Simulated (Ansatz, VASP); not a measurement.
One calculation of GaAs, 3 ways

The starting cell:

```
As Ga
1.0
     0.00000    2.82685    2.82685
     2.82685    0.00000    2.82685
     2.82685    2.82685    0.00000
As Ga
1 1
Direct
  0.75000 0.75000 0.75000
  0.00000 0.00000 0.00000
```

Alike in all runs: task relaxation of cell and atoms; functional LDA; k mesh 8 × 8 × 8; occupations fermi-dirac, width 0.05 eV; no spin polarisation; no spin-orbit coupling. LDA stands for any of its common fits.

| program and potentials | plane-wave cutoff (eV) | notes | equilibrium volume (Å³/atom) |
| --- | --- | --- | --- |
| Ansatz, Ansatz PAW | 420 | potentials made for PBE, which Ansatz adapts in part; 14 valence electrons an atom on average | 21.98 |
| Ansatz, all-electron LAPW, scalar-relativistic | - | - | 21.99 |
| VASP, LDA PAW files As, Ga_d, 600 eV | 600 | 9 valence electrons an atom on average | 22.07 |

The equilibrium volume spans 21.98 (Ansatz, Ansatz PAW) to 22.07 Å³/atom (VASP, LDA PAW files As, Ga_d, 600 eV), with all-electron results at 21.99. Relaxations stop with a little pressure left, so the last digit of a volume isn't settled.

The functional is the same throughout but for its coding, so the spread measures potentials, basis and numerics; runs on potential files found faulty are left out.
